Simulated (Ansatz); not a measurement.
PbSe: changes ranked by their effect on the pressure

```xyz
2
Lattice="0.0000 3.0621 3.0621 3.0621 0.0000 3.0621 3.0621 3.0621 0.0000" Properties=species:S:1:pos:R:3 pbc="T T T"
Pb    0.0000    0.0000    0.0000
Se    3.0621    3.0621    3.0621
```

Atom numbers follow the list: Pb1, Se2.

The cell is COD entry 9008695, as deposited and not checked against the literature; nothing was relaxed.

Computed with DFT, PBE, all-electron LAPW, scalar-relativistic (Ansatz 0.2.0).

The runs use a Γ-centred 9×9×9 k mesh, Fermi–Dirac smearing of 0.01 eV, basis error target 0.25 meV/atom, no spin polarisation.

Spin–orbit coupling is off unless a change turns it on.

In this reference run the pressure is 2.3 GPa (positive in compression). Each change below is made alone, on the same k mesh, with fractional coordinates held unless an atom is moved; x, y and z are the Cartesian axes.

Q: Order the changes by the shift of the pressure, most negative first.
A. volume scaled by 0.99
B. volume scaled by 1.01
C. equal xy, yz and zx engineering shear strains of -1 %
D. x and y strained by +1.5 %, z held
E. volume scaled by 0.98
F. functional lda

A: F (-4.5 GPa), D (-1.6 GPa), B (-0.6 GPa), C (0.0 GPa), A (+0.6 GPa), E (+1.2 GPa).
